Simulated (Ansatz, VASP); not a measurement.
# AlN: VASP beside Ansatz

```
CELL_PARAMETERS angstrom
0.00000 -2.20157 -2.20157
-2.20157 0.00000 -2.20157
2.20157 2.20157 -4.40314
ATOMIC_POSITIONS crystal
Al 0.99240 0.01456 0.99646
Al 0.50052 0.47837 0.49646
N 0.37818 0.39803 0.88181
N 0.88545 0.86560 0.38181
```

Change from the starting cell: mode 4 frozen in at -0.051 Å and mode 10 at -0.060 Å (largest displacements).

Alike in both runs: task single point; functional PBE; k mesh 6 × 6 × 6; occupations gaussian, width 0.05 eV; no spin polarisation.

|  | VASP | Ansatz |
| --- | --- | --- |
| version | VASP 6.6.1 | Ansatz 0.2.0 |
| potentials or method | VASP PAW PBE potentials, release 64 (Al, N) | scalar-relativistic, plane waves, PAW |
| plane-wave cutoff (eV) | 520 | 520 |
| valence electrons in the cell | 16 | 16 |

Ansatz gave:

- gap on the k mesh at the Fermi level (eV): 3.07
- least direct gap on the mesh (eV): 3.57
- pressure (GPa): 0.9
- largest component of the traceless stress (GPa): 5.49
- rms of the force components (eV/Å): 0.727

Task: What did VASP give for the same quantities?

Result: gap on the k mesh at the Fermi level (eV): 3.06; least direct gap on the mesh (eV): 3.56; pressure (GPa): 0.6; largest component of the traceless stress (GPa): 5.51; rms of the force components (eV/Å): 0.729.

Atom by atom the forces differ by 0.002 eV/Å (rms over components).

Caveats: forces of over 1 eV/Å show positions far from the minimum, so gaps and moduli don't describe the material at rest. A k mesh can miss the band edges.
